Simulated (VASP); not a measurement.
# PbS (Fm-3m) in VASP: single point with HSE06

Aim: the single point of PbS with HSE06.

Program: VASP 6.6.1. These are calculated values, not measurements. Logs are shortened: lines on timing, memory, paths and dates and some standing lists are left out, and cuts for length are marked.

## (1) The crystal as given

It takes space group Fm-3m (No. 225, cubic). Conventional cell: a = 5.904 Å, b = 5.904 Å, c = 5.904 Å, α = 90.00°, β = 90.00°, γ = 90.00°. Pb (site symmetry m-3m) has 6 S at 2.95 Å as nearest neighbours. Around S (site symmetry m-3m) lie 6 Pb at 2.95 Å.

The cell is a database's computed one.

## (2) Single point, HSE06

Contents of POSCAR:

```
PbS
1.0
    0.0000000000      2.9519000000      2.9519000000
    2.9519000000      0.0000000000      2.9519000000
    2.9519000000      2.9519000000      0.0000000000
Pb S
1 1
Direct
    0.5000000000      0.5000000000      0.5000000000
    0.0000000000      0.0000000000      0.0000000000
```

Contents of INCAR.step1:

```
ALGO     = Normal         # electronic algorithm
EDIFF    = 1E-5           # SCF threshold, eV
ENCUT    = 520            # plane-wave cutoff, eV
GGA      = PE             # functional
ISIF     = 2              # what is computed and relaxed
ISMEAR   = 0              # smearing method
LASPH    = True           # aspherical terms in the spheres
LCHARG   = False          # write CHGCAR
LREAL    = False          # projectors in reciprocal space
LWAVE    = True           # write WAVECAR
NELM     = 80             # most SCF steps
PREC     = Accurate       # precision mode
SIGMA    = 0.1            # smearing width, eV
```

Contents of INCAR.step2:

```
ALGO     = Normal         # electronic algorithm
EDIFF    = 1E-6           # SCF threshold, eV
ENCUT    = 520            # plane-wave cutoff, eV
GGA      = PE             # functional
HFSCREEN = 0.2            # screening, 1/A
ISIF     = 2              # what is computed and relaxed
ISMEAR   = 0              # smearing method
ISTART   = 1            
LASPH    = True           # aspherical terms in the spheres
LCHARG   = False          # write CHGCAR
LHFCALC  = True           # exact exchange
LREAL    = False          # projectors in reciprocal space
LWAVE    = False          # write WAVECAR
NELM     = 80             # most SCF steps
PREC     = Accurate       # precision mode
PRECFOCK = Fast         
SIGMA    = 0.1            # smearing width, eV
```

Contents of KPOINTS:

```
k-points
0
Gamma
  6 6 6
```

Potentials or basis: VASP PAW PBE potentials, release 64 (Pb_d, S).

On the command line:

```console
$ cat potpaw_PBE.64/Pb_d/POTCAR potpaw_PBE.64/S/POTCAR > POTCAR
$ cp INCAR.step1 INCAR
$ mpirun -np 1 vasp_std > vasp.out
$ cp INCAR.step2 INCAR
$ mpirun -np 1 vasp_std > vasp.out
```

OUTCAR:

```text
EDIFF = 1E-6
   ENCUT = 520
   GGA = PE
   HFSCREEN = 0.2
   ISIF = 2
   ISMEAR = 0
   ISTART = 1
   LASPH = True
   LHFCALC = True
   LREAL = False
   NELM = 80
   PREC = Accurate
   PRECFOCK = Fast

 ion  position               nearest neighbor table
   1  0.500  0.500  0.500-   2 2.95   2 2.95   2 2.95   2 2.95   2 2.95   2 2.95
   2  0.000  0.000  0.000-   1 2.95   1 2.95   1 2.95   1 2.95   1 2.95   1 2.95

  LATTYP: Found a face centered cubic cell.
 ALAT       =     5.9038000000

  Lattice vectors:

 A1 = (   0.0000000000,   2.9519000000,   2.9519000000)
 A2 = (   2.9519000000,   0.0000000000,   2.9519000000)
 A3 = (   2.9519000000,   2.9519000000,   0.0000000000)

Analysis of symmetry for initial positions (statically):
=====================================================================
 Subroutine PRICEL returns:
 Original cell was already a primitive cell.

 Routine SETGRP: Setting up the symmetry group for a
 face centered cubic supercell.

 Subroutine GETGRP returns: Found 48 space group operations
 (whereof 48 operations were pure point group operations)
 out of a pool of 48 trial point group operations.

The static configuration has the point symmetry O_h .

Analysis of symmetry for dynamics (positions and initial velocities):
=====================================================================
 Subroutine PRICEL returns:
 Original cell was already a primitive cell.

 Routine SETGRP: Setting up the symmetry group for a
 face centered cubic supercell.

 Subroutine GETGRP returns: Found 48 space group operations
 (whereof 48 operations were pure point group operations)
 out of a pool of 48 trial point group operations.

The dynamic configuration has the point symmetry O_h .

 Subroutine INISYM returns: Found 48 space group operations
 (whereof 48 operations are pure point group operations),
 and found     1 'primitive' translations

----------------------------------------------------------------------------------------

                                     Primitive cell

  volume of cell :      51.4440

  direct lattice vectors                    reciprocal lattice vectors
     0.000000000  2.951900000  2.951900000    -0.169382432  0.169382432  0.169382432
     2.951900000  0.000000000  2.951900000     0.169382432 -0.169382432  0.169382432
     2.951900000  2.951900000  0.000000000     0.169382432  0.169382432 -0.169382432

  length of vectors
     4.174617015  4.174617015  4.174617015     0.293378978  0.293378978  0.293378978

  position of ions in fractional coordinates (direct lattice)
[... 90 lines left out ...]
     AMIX_MAG =   1.60;   BMIX_MAG =  1.00
  volume/ion in A,a.u.               =      25.72       173.58
  Fermi-wavevector in a.u.,A,eV,Ry     =   1.194831  2.257903 19.423968  1.427621
  Thomas-Fermi vector in A             =   2.330812
   LORBIT       =      0    0 simple, 1 ext, 2 COOP (PROOUT), +10 PAW based schemes
   GGA     = PE    functional components
   LHFCALC =     T    Hartree Fock is set to
   PRECFOCK=fast      Normal, Fast or Accurate (Low or Medium for compatibility)
   ENCUT4O =  -1.0   cutoff for four orbital integrals eV
   NKREDX  =     1    reduce k-point grid by
   NKREDY  =     1    reduce k-point grid by
   NKREDZ  =     1    reduce k-point grid by
   AEXX    =    0.2500 exact exchange contribution
   HFSCREEN=    0.2000 screening length (either q_TF or 0.3 A-1)
   HFSCREENC=   0.2000 screening length for correlation (either q_TF or 0.3 A-1)
   ENCUTFOCK=  -1.0 apply spherical cutoff to Coloumb kernel
   IVDW    =     0    specifies the selected vdW correction
   LEPSILON=     F    determine dielectric tensor
   LRPA    =     F    only Hartree local field effects (RPA)
 non-spin polarized calculation
 Gauss-broadening in eV      SIGMA  =   0.10
  energy-cutoff  :      520.00
  volume of cell :       51.44
 maximum number of plane-waves:      1411
  NGX = 18; NGY = 18; NGZ = 18

 number of electron      19.9999997 magnetization

 Free energy of the ion-electron system (eV)
  ---------------------------------------------------
  ext. energy  EPLUGINS =         0.00000000
  ---------------------------------------------------
  free energy    TOTEN  =       -10.43002645 eV

  energy without entropy =      -10.43002645  energy(sigma->0) =      -10.43002645

 E-fermi :   6.1236     XC(G=0):  -8.0841

 val. band max:        5.7525319490   @ k =   0.5000   0.0000   0.0000
 cond. band min:       6.4951554552   @ k =   0.5000   0.0000   0.0000
 fundamental gap:      0.7426235061
 Fermi energy:         6.1236131992

 k-point     1 :       0.0000    0.0000    0.0000
  band No.  band energies     occupation
      1     -12.8992      2.00000
      2     -12.8992      2.00000
      3     -12.8992      2.00000
      4     -12.8961      2.00000
      5     -12.8961      2.00000
      6      -9.5764      2.00000
      7      -0.6693      2.00000
      8       3.0864      2.00000
      9       3.0864      2.00000
     10       3.0864      2.00000
     11      11.8272      0.00000
     12      11.8272      0.00000
     13      11.8272      0.00000
     14      13.1245      0.00000
[... 241 lines left out ...]
      1     -13.0454      2.00000
      2     -12.9047      2.00000
      3     -12.8895      2.00000
      4     -12.8593      2.00000
      5     -12.8353      2.00000
      6      -7.6836      2.00000
      7      -2.7584      2.00000
      8       0.1281      2.00000
      9       1.0881      2.00000
     10       3.6033      2.00000
     11       9.5377      0.00000
     12      10.6069      0.00000
     13      11.6879      0.00000
     14      13.5179      0.00000

------------------------ aborting loop because EDIFF is reached ----------------------------------------

  FORCE on cell =-STRESS in cart. coord.  units (eV):
  Direction    XX          YY          ZZ          XY          YZ          ZX
  --------------------------------------------------------------------------------------
  -------------------------------------------------------------------------------------
  Total        0.6044009      0.6044009      0.6044009     -0.0000000     -0.0000000     -0.0000000
  in kB       18.8235175     18.8235175     18.8235175     -0.0000000     -0.0000000     -0.0000000
  external PRESSURE =      18.8235175 kB  Pullay stress =       0.0000000 kB

 VOLUME and BASIS-vectors are now :
 -----------------------------------------------------------------------------
  energy-cutoff  :      520.00
  volume of cell :       51.44
      direct lattice vectors                 reciprocal lattice vectors
     0.000000000  2.951900000  2.951900000    -0.169382432  0.169382432  0.169382432
     2.951900000  0.000000000  2.951900000     0.169382432 -0.169382432  0.169382432
     2.951900000  2.951900000  0.000000000     0.169382432  0.169382432 -0.169382432

 POSITION                                       TOTAL-FORCE (eV/Angst)
 -----------------------------------------------------------------------------------
      2.95190      2.95190      2.95190         0.000000     -0.000000      0.000000
      0.00000      0.00000      0.00000        -0.000000      0.000000      0.000000
 -----------------------------------------------------------------------------------
    total drift:                               -0.000000     -0.000000      0.000001

  FREE ENERGIE OF THE ION-ELECTRON SYSTEM (eV)
  ---------------------------------------------------
  free  energy   TOTEN  =       -10.4300264545 eV

  energy  without entropy=      -10.4300264524  energy(sigma->0) =      -10.43002645
```

OUTCAR.step1:

```text
EDIFF = 1E-5
   ENCUT = 520
   GGA = PE
   ISIF = 2
   ISMEAR = 0
[... 483 lines left out ...]
 -----------------------------------------------------------------------------------
      2.95190      2.95190      2.95190        -0.000000     -0.000000     -0.000000
      0.00000      0.00000      0.00000         0.000000      0.000000      0.000000
 -----------------------------------------------------------------------------------
    total drift:                                0.000000     -0.000000      0.000000

  FREE ENERGIE OF THE ION-ELECTRON SYSTEM (eV)
  ---------------------------------------------------
  free  energy   TOTEN  =        -8.7455517153 eV

  energy  without entropy=       -8.7453696846  energy(sigma->0) =       -8.74546070
```

It took 10 min on 1 thread of Intel Xeon 6975P-C (Granite Rapids), shared host; peak memory 0.3 GiB.

Results:

- Free energy: -10.4300 eV
- Pressure: 1.9 GPa
- Band gap on the k mesh: 0.74 eV, direct

Levels at points of the mesh, in eV from the valence-band top:
| k point | band 6 | band 7 | band 8 | band 9 | band 10 | band 11 | band 12 | band 13 | band 14 |
| --- | --- | --- | --- | --- | --- | --- | --- | --- | --- |
| (0.00, 0.00, 0.00) | -15.33 | -6.42 | -2.67 | -2.67 | -2.67 | 6.07 | 6.07 | 6.07 | 7.37 |
| (0.50, 0.00, 0.00) | -13.98 | -9.81 | -2.24 | -2.24 | 0.00 | 0.74 | 2.42 | 2.42 | 9.47 |
| (0.50, 0.50, 0.00) | -13.46 | -7.77 | -6.04 | -4.08 | -4.08 | 4.28 | 6.51 | 6.62 | 6.62 |

Caveat: the PAW data sets were made with another functional, which shifts forces and pressure a little; spin-orbit coupling is left out, which as a rule narrows the gap of such compounds by several tenths of an eV. A k mesh can miss the band edges.
